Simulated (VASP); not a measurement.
# AlN (P6_3mc) in VASP: notebook

The runs below take AlN through relaxation of shape and atoms at fixed volume, relaxation of cell and atoms, with LDA, PBEsol.

Program: VASP 6.6.1. These are calculated values, not measurements. Logs are shortened: lines on timing, memory, paths and dates and some standing lists are left out, and cuts for length are marked.

## (1) Starting point

It takes space group P6_3mc (No. 186, hexagonal). The conventional cell has a = 3.113 Å, b = 3.113 Å, c = 4.981 Å, α = 90.00°, β = 90.00°, γ = 120.00°. Around Al (site symmetry 3m) lie 4 N at 1.89 Å. Around N (site symmetry 3m) lie 4 Al at 1.89 Å.

## (2) Relaxation of shape and atoms at fixed volume, LDA (a relaxed cell with its volume scaled by 1.06)

INCAR

```
ALGO = Normal
EDIFF = 1E-7
EDIFFG = -0.01
ENCUT = 600
GGA = CA
IBRION = 2
ISIF = 4
ISMEAR = 0
LASPH = T
LCHARG = F
LREAL = F
LWAVE = F
NELM = 80
NSW = 40
PREC = Accurate
SIGMA = 0.03
```

KPOINTS

```
k-points
0
Gamma
  12 12 6
```

POSCAR

```
AlN                                     
1.0
    3.1519181703      0.0000000000      0.0000000000
   -1.5759590852      2.7296412062     -0.0000000000
    0.0000000000      0.0000000000      5.0449604146
  Al              N             
     2     2
Direct
     0.3333333332999970    0.6666666667000030    0.9990259567857883
     0.6666666667000030    0.3333333332999970    0.4990259567857884
     0.3333333332999970    0.6666666667000030    0.3809740432142142
     0.6666666667000030    0.3333333332999970    0.8809740432142142
```

Potentials or basis: VASP PAW LDA potentials, release 64 (Al, N).

Run with:

```
> cat potpaw_LDA.64/Al/POTCAR potpaw_LDA.64/N/POTCAR > POTCAR
> mpirun -np 1 vasp_std > vasp.out
```

OUTCAR:

```text
EDIFF = 1E-7
   EDIFFG = -0.01
   ENCUT = 600
   GGA = CA
   IBRION = 2
   ISIF = 4
   ISMEAR = 0
   LASPH = T
   LREAL = F
   NELM = 80
   NSW = 40
   PREC = Accurate

 ion  position               nearest neighbor table
   1  0.333  0.667  0.999-   4 1.91   4 1.91   4 1.91   3 1.93   2 3.11   2 3.11   2 3.11   2 3.11
                             2 3.11   2 3.11
   2  0.667  0.333  0.499-   3 1.91   3 1.91   3 1.91   4 1.93   1 3.11   1 3.11   1 3.11   1 3.11
                             1 3.11   1 3.11
   3  0.333  0.667  0.381-   2 1.91   2 1.91   2 1.91   1 1.93
   4  0.667  0.333  0.881-   1 1.91   1 1.91   1 1.91   2 1.93

  LATTYP: Found a hexagonal cell.
 ALAT       =     3.1519181703
 C/A-ratio  =     1.6006000607

  Lattice vectors:

 A1 = (   3.1519181703,   0.0000000000,   0.0000000000)
 A2 = (  -1.5759590852,   2.7296412062,   0.0000000000)
 A3 = (   0.0000000000,   0.0000000000,   5.0449604146)

Analysis of symmetry for initial positions (statically):
=====================================================================
 Subroutine PRICEL returns:
 Original cell was already a primitive cell.

 Routine SETGRP: Setting up the symmetry group for a
 hexagonal supercell.

 Subroutine GETGRP returns: Found 12 space group operations
 (whereof  6 operations were pure point group operations)
 out of a pool of 24 trial point group operations.

The static configuration has the point symmetry C_3v.
 The point group associated with its full space group is C_6v.

Analysis of symmetry for dynamics (positions and initial velocities):
=====================================================================
 Subroutine PRICEL returns:
 Original cell was already a primitive cell.

 Routine SETGRP: Setting up the symmetry group for a
 hexagonal supercell.

 Subroutine GETGRP returns: Found 12 space group operations
 (whereof  6 operations were pure point group operations)
 out of a pool of 24 trial point group operations.

The dynamic configuration has the point symmetry C_3v.
 The point group associated with its full space group is C_6v.

 Subroutine INISYM returns: Found 12 space group operations
 (whereof  6 operations are pure point group operations),
 and found     1 'primitive' translations

----------------------------------------------------------------------------------------

                                     Primitive cell

  volume of cell :      43.4049

  direct lattice vectors                    reciprocal lattice vectors
     3.151918170  0.000000000  0.000000000     0.317267120  0.183174257  0.000000000
    -1.575959085  2.729641206  0.000000000     0.000000000  0.366348514  0.000000000
[... 111 lines left out ...]
  Fermi-wavevector in a.u.,A,eV,Ry     =   1.173822  2.218201 18.746882  1.377857
  Thomas-Fermi vector in A             =   2.310228
   LORBIT       =      0    0 simple, 1 ext, 2 COOP (PROOUT), +10 PAW based schemes
   GGA     = CA    functional components
   LHFCALC =     F    Hartree Fock is set to
   AEXX    =    0.0000 exact exchange contribution
   IVDW    =     0    specifies the selected vdW correction
   LEPSILON=     F    determine dielectric tensor
   LRPA    =     F    only Hartree local field effects (RPA)
 conjugate gradient relaxation of ions
 non-spin polarized calculation
 Gauss-broadening in eV      SIGMA  =   0.03
  energy-cutoff  :      600.00
  volume of cell :       43.40
 maximum number of plane-waves:      1466
 NGX is ok and might be reduce to    28
   NGX = 13   NGY = 13   NGZ = 21

--------------------------------------- Ionic step        1  -------------------------------------------

 number of electron      16.0000000 magnetization

 Free energy of the ion-electron system (eV)
  ---------------------------------------------------
  ext. energy  EPLUGINS =         0.00000000
  ---------------------------------------------------
  free energy    TOTEN  =       -32.75639534 eV

  energy without entropy =      -32.75639534  energy(sigma->0) =      -32.75639534

------------------------ aborting loop because EDIFF is reached ----------------------------------------

  FORCE on cell =-STRESS in cart. coord.  units (eV):
  Direction    XX          YY          ZZ          XY          YZ          ZX
  --------------------------------------------------------------------------------------
  -------------------------------------------------------------------------------------
  Total       -3.0573244     -3.0573244     -2.8535915      0.0000000      0.0000000      0.0000000
  in kB     -112.8531916   -112.8531916   -105.3329215      0.0000000      0.0000000      0.0000000
  external PRESSURE =    -110.3464349 kB  Pullay stress =       0.0000000 kB
[... 139 lines left out ...]
--------------------------------------- Ionic step        5  -------------------------------------------

 number of electron      16.0000000 magnetization

 Free energy of the ion-electron system (eV)
  ---------------------------------------------------
  ext. energy  EPLUGINS =         0.00000000
  ---------------------------------------------------
  free energy    TOTEN  =       -32.75674470 eV

  energy without entropy =      -32.75674470  energy(sigma->0) =      -32.75674470

 E-fermi :   5.6376     XC(G=0): -11.0792

 val. band max:        5.5039533309   @ k =   0.0000   0.0000   0.0000
 cond. band min:       9.4150031313   @ k =   0.0000   0.0000   0.0000
 fundamental gap:      3.9110498004
 Fermi energy:         5.6375798702

 k-point     1 :       0.0000    0.0000    0.0000
  band No.  band energies     occupation
      1      -9.2750      2.00000
      2      -7.1862      2.00000
      3      -0.3641      2.00000
      4       4.6896      2.00000
      5       4.6896      2.00000
      6       5.3270      2.00000
      7       5.3270      2.00000
      8       5.5040      2.00000
      9       9.4150      0.00000
     10      11.7675      0.00000
     11      15.6707      0.00000
     12      16.2257      0.00000
[... 331 lines left out ...]
 k-point    24 :       0.3333   -0.0000    0.1667
  band No.  band energies     occupation
      1      -7.9775      2.00000
      2      -6.7755      2.00000
      3       0.6980      2.00000
      4       1.6446      2.00000
      5       2.2324      2.00000
      6       3.7957      2.00000
      7       4.7316      2.00000
      8       4.8778      2.00000
      9      11.1014      0.00000
     10      11.9035      0.00000
     11      13.6034      0.00000
     12      15.2293      0.00000

 [... further k-points ...]
[... 5 lines left out ...]
  --------------------------------------------------------------------------------------
  -------------------------------------------------------------------------------------
  Total       -2.9784644     -2.9784644     -2.9808757      0.0000000     -0.0000000      0.0000000
  in kB     -109.9422796   -109.9422796   -110.0312859      0.0000000     -0.0000000      0.0000000
  external PRESSURE =    -109.9719484 kB  Pullay stress =       0.0000000 kB
[... 19 lines left out ...]
  FREE ENERGIE OF THE ION-ELECTRON SYSTEM (eV)
  ---------------------------------------------------
  free  energy   TOTEN  =       -32.7567446966 eV

  energy  without entropy=      -32.7567446966  energy(sigma->0) =      -32.75674470

 reached required accuracy - stopping structural energy minimisation
```

CONTCAR:

```text
AlN
   1.00000000000000
     3.1482192409268328    0.0000000000047559    0.0000000000000000
    -1.5741096205092393    2.7264378393819686    0.0000000000000000
     0.0000000000000000    0.0000000000000000    5.0568223044507450
  Al              N
     2     2
Direct
     0.3333333332999970    0.6666666667000030    0.9995093554498505
     0.6666666667000030    0.3333333332999970    0.4995093554498505
     0.3333333332999970    0.6666666667000030    0.3804906445501520
     0.6666666667000030    0.3333333332999970    0.8804906445501520

  0.00000000E+00  0.00000000E+00  0.00000000E+00
  0.00000000E+00  0.00000000E+00  0.00000000E+00
  0.00000000E+00  0.00000000E+00  0.00000000E+00
  0.00000000E+00  0.00000000E+00  0.00000000E+00
```

Run time: 41 s. Hardware: 1 thread of Intel Xeon 6975P-C (Granite Rapids), shared host; peak memory 0.17 GiB.

Results:

| Property | Result |
| --- | --- |
| Free energy | -32.7567 eV |
| Energy gained by relaxing | 0.1 meV/atom |
| Ionic steps | 5 |
| Pressure after relaxing | -11.0 GPa |
| Band gap on the k mesh | 3.91 eV, direct |

The path:
```csv
step,energy change (eV),largest force (eV/Å),pressure (GPa)
1,0.0000,0.0227,-11.03
2,-0.0003,0.0205,-11.01
3,-0.0003,0.0194,-11.00
4,-0.0003,0.0104,-11.00
5,-0.0003,0.0005,-11.00
```

Final structure:
```yaml
crystal:
  lattice:
    - [3.14822, 0.00000, 0.00000]
    - [-1.57411, 2.72644, 0.00000]
    - [0.00000, 0.00000, 5.05682]
  atoms:
    - { symbol: Al, position: [0.33333, 0.66667, 0.99951] }
    - { symbol: Al, position: [0.66667, 0.33333, 0.49951] }
    - { symbol: N, position: [0.33333, 0.66667, 0.38049] }
    - { symbol: N, position: [0.66667, 0.33333, 0.88049] }
```

Levels at points of the mesh, in eV from the valence-band top:
```tsv
k point	band 6	band 7	band 8	band 9	band 10	band 11
(0.00, 0.00, 0.00)	-0.18	-0.18	0.00	3.91	6.26	10.17
(0.50, 0.00, 0.00)	-2.02	-1.73	-0.66	5.56	5.60	7.77
(0.00, 0.00, 0.50)	-0.50	-0.50	-0.50	6.12	6.12	9.84
(0.50, 0.00, 0.50)	-1.42	-1.33	-1.33	5.07	5.07	8.86
```

A k mesh can miss the band edges.

[end of part 1 of 2]
